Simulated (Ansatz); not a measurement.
Ideal-gas functions of `O=C(O)C(=O)O` at 400 K and 1 bar, from an Ansatz frequency run at PBE0-D4/def2-TZVP.

Molar mass 90.03 g/mol, point group C2h (symmetry number 2), electronic degeneracy 1, moments of inertia 82.397, 139.841, 222.237 u Å². Harmonic wavenumbers (cm⁻¹, unscaled): 21, 263, 424, 429, 534, 627, 644, 683, 804, 854, 1165, 1218, 1346, 1441, 1863, 1874, 3786, 3787.

Use S(trans) = R[1.5 ln M + 2.5 ln T − 1.1517]; rotational temperatures θ = 24.2544 K / I; S(rot) = R[ln(√π/σ · √(T³/θAθBθC)) + 1.5]; for each mode x = 1.438777 ν̃/T, S = R[x/(eˣ − 1) − ln(1 − e⁻ˣ)] and H = RT x/(eˣ − 1); 1 cm⁻¹ = 0.0119627 kJ/mol; R = 8.31446 J/(mol·K).

**Question.** By hand: the entropy, in J/(mol·K).

**Answer.** Translation 171.1. Rotation: θ = 0.2944, 0.1734, 0.1091 K, giving 107.8. Vibration, mode by mode: 29.79, 9.08, 5.57, 5.49, 4.06, 3.12, 2.97, 2.66, 1.89, 1.64, 0.66, 0.57, 0.39, 0.29, 0.08, 0.08, 0.00, 0.00, in all 68.3. Electronic 0.0. Sum 347.2 J/(mol·K).

**Question.** By hand: H − E and G − E in kJ/mol, counted from the electronic energy.

**Answer.** Zero-point energy ½ × 21763 × 0.0119627 = 130.2; thermal vibration 13.3; translation, rotation and pV give 4 RT = 13.3. H − E = 156.8 kJ/mol, and G − E = 156.8 − 400 × 347.2/1000 = 17.9 kJ/mol.

Vibration gives 20 % of the entropy, 29.8 J/(mol·K) of it from the mode under 150 cm⁻¹: soft modes count most, and the harmonic formula is weakest for them. The sum counts one conformer and one mirror image; others add a mixing term.
